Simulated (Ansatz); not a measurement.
# Carriers in BaTe (Fm-3m)

```
Ba Te
1.0
     0.00000    3.47137    3.47137
     3.47137    0.00000    3.47137
     3.47137    3.47137    0.00000
Ba Te
1 1
Direct
  0.00000 0.00000 0.00000
  0.50000 0.50000 0.50000
```

Conventional cell: a = 6.943 Å, b = 6.943 Å, c = 6.943 Å, α = 90.00°, β = 90.00°, γ = 90.00°. Ba (atom 1) has 6 Te at 3.47 Å as nearest neighbours. Around Te (atom 2) lie 6 Ba at 3.47 Å.

Level of theory, where no other is named: PBEsol, all-electron LAPW in Ansatz 0.2.0, scalar-relativistic. k mesh 6×6×6, fixed occupations, basis error target 1 meV/atom. The cell was relaxed by PAW under this functional, which moved its volume by +5 % from the database entry's.

Extrema are searched on a 10×10×10 mesh and refined by Newton steps; masses come from band slopes 0.005 Å⁻¹ away, 1/m* = (1/ħ²) d²E/dk², negative for holes (the finite step makes the lightest masses up to about 3 % heavy). k is in units of the reciprocal vectors.

Where are the band edges, and is the gap direct?

The valence maximum lies at Gamma (0.000, 0.000, 0.000) and the conduction minimum at X (0.000, -0.500, -0.500), so the Kohn-Sham gap of 1.462 eV is indirect; the least direct gap on the mesh is 1.818 eV. A further valence extremum at X (0.000, -0.500, -0.500) lies 0.356 eV from the edge (3 equivalent points).

What are the electron masses at the edge?

The principal masses are 0.259, 0.259, 1.3 mₑ. One valley has a density-of-states mass (m₁m₂m₃)^(1/3) = 0.444; 3 valleys give N^(2/3) times that, 0.923; the direction-averaged conductivity mass 3/Σ(1/mᵢ) is 0.353 mₑ.

Several bands lie at or near the hole edge, or its surface isn't an ellipsoid. What are the masses by direction?

```
direction  branch from the edge  its level at the point (eV from the edge)   m*/mₑ
      100                     1                                      0.000   -1.24
      100                     2                                      0.000   -1.24
      100                     3                                      0.000   -0.15
      110                     1                                      0.000   -1.24
      110                     2                                      0.000  -0.422
      110                     3                                      0.000  -0.197
      111                     1                                      0.000   -0.54
      111                     2                                      0.000   -0.54
      111                     3                                      0.000  -0.219
     11-2                     1                                      0.000  -0.752
     11-2                     2                                      0.000  -0.591
     11-2                     3                                      0.000  -0.191
```

Along the Cartesian direction 111 the conduction slope is 0.1078 eV·Å one step out. What is it four steps out, and what does that say?

0.4296 eV·Å, 3.985 times the first; a parabola would give 4, so the band is nearly parabolic here.

What electronic dielectric constant and refractive index follow from the same bands (independent particles)?

ε∞ = (6.94, 6.94, 6.94), so n ≈ √ε∞ = 2.63 (mean over directions) well under the gap and the normal reflectivity is ((n − 1)/(n + 1))² = 0.202. With the conductivity mass, a hydrogenic donor screened by ε∞ alone would bind by 13.6 eV × m*/ε∞² = 100 meV; static screening by the ions makes it shallower. Local fields, left out here, lower ε∞ by several per cent.

What gap does PAW give in the same cell?

1.463 eV, 1 meV from the LAPW value.

Keep in mind: no spin-orbit coupling on heavy atoms; semilocal gaps are low, and what follows the gap (onsets, screening, light masses) shifts with it; without spin-orbit coupling, bands that meet at the valence top are not the light and heavy holes of experiment; the frozen-core PAW files of the compared runs were fitted under PBE, their cores solved anew for this functional.
